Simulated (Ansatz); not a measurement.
## How far is PAW off for In?

```
In
1.0
    -1.62615    1.62615    2.47395
     1.62615   -1.62615    2.47395
     1.62615    1.62615   -2.47395
In
1
Cartesian
  0.0000 0.0000 0.0000
```

The cell is COD entry 9017523, as deposited and not checked against the literature; nothing was relaxed.

Spin–orbit coupling is left out, though it moves levels of the heavy atoms by tenths of an eV or more.

All numbers are computed: DFT, PBE, PAW with Ansatz's default frozen-core files, scalar-relativistic (Ansatz 0.2.0); DFT, PBE, all-electron LAPW, scalar-relativistic (Ansatz 0.2.0).

For PAW: a Γ-centred 14×14×14 k mesh, Fermi–Dirac smearing of 0.05 eV, cutoff 420 eV, no spin polarisation. LAPW targets a basis error of 0.5 meV/atom. The Ansatz runs share mesh, smearing and spin set-up. Plane-wave (PAW) pressures include the program's estimate of the Pulay term.

Stress and pressure are positive in compression.

Levels count from the Fermi level.

PAW results:

```
                      quantity     PAW
                pressure (GPa)    1.92
               stress xx (GPa)    1.83
               stress zz (GPa)    2.11
highest filled level at X (eV)  -1.694
  lowest empty level at X (eV)   3.483
highest filled level at S (eV)  -0.559
  lowest empty level at S (eV)   6.102
highest filled level at Γ (eV)  -9.587
  lowest empty level at Γ (eV)  10.495
```

(1) What does full-potential LAPW give for the same quantities?

Results:

(1) 
```json
{"quantity": "pressure (GPa)", "LAPW": "1.93"}
{"quantity": "stress xx (GPa)", "LAPW": "1.84"}
{"quantity": "stress zz (GPa)", "LAPW": "2.11"}
{"quantity": "highest filled level at X (eV)", "LAPW": "-1.694"}
{"quantity": "lowest empty level at X (eV)", "LAPW": "3.483"}
{"quantity": "highest filled level at S (eV)", "LAPW": "-0.559"}
{"quantity": "lowest empty level at S (eV)", "LAPW": "6.102"}
{"quantity": "highest filled level at Γ (eV)", "LAPW": "-9.587"}
{"quantity": "lowest empty level at Γ (eV)", "LAPW": "10.495"}
```
